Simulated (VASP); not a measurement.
CuI (Marshite): relaxation of the atoms with PBE

The system is CuI (Marshite).

```
Cu I
1.0
     0.00000    3.07983    3.07983
     3.07983    0.00000    3.07983
     3.07983    3.07983    0.00000
Cu I
1 1
Direct
  0.25000 0.25000 0.25000
  0.00000 0.00000 0.00000
```

The cell isn't the ideal one: a relaxed cell with its volume scaled by 1.04.

* Program: VASP 6.6.1
* Task: relaxation of the atoms
* Functional: PBE
* Potentials or basis: VASP PAW PBE potentials, release 64 (Cu, I)
* Cutoff: 600 eV
* k mesh: 8 × 8 × 8
* Occupations: gaussian, width 0.03 eV
* Spin: no spin polarisation
* Further INCAR settings: ALGO = Fast; EDIFF = 1e-07; IBRION = 2; EDIFFG = -0.01; NSW = 40

- Pressure after relaxing: -1.3 GPa
- Band gap on the k mesh: 1.02 eV, direct

Final structure:
```yaml
crystal:
  lattice:
    - [0.00000, 3.07983, 3.07983]
    - [3.07983, 0.00000, 3.07983]
    - [3.07983, 3.07983, 0.00000]
  atoms:
    - { symbol: Cu, position: [0.25000, 0.25000, 0.25000] }
    - { symbol: I, position: [0.00000, 0.00000, 0.00000] }
```

Levels at points of the mesh, in eV from the valence-band top:
| k point | band 7 | band 8 | band 9 | band 10 | band 11 | band 12 |
| --- | --- | --- | --- | --- | --- | --- |
| (0.00, 0.00, 0.00) | 0.00 | 0.00 | 0.00 | 1.02 | 4.92 | 4.92 |
| (0.50, 0.00, 0.00) | -1.60 | -0.64 | -0.64 | 2.12 | 5.44 | 5.44 |
| (0.50, 0.50, 0.00) | -1.58 | -1.34 | -1.34 | 2.81 | 2.92 | 8.89 |

Wall time 12 s on 1 thread of Intel(R) Xeon(R) 6975P-C (Granite Rapids), on a shared host, peak memory 0.21 GiB.

Caveat: the relaxation stopped at its first step, so nothing moved; spin-orbit coupling is left out, which moves the levels of the heavy elements.
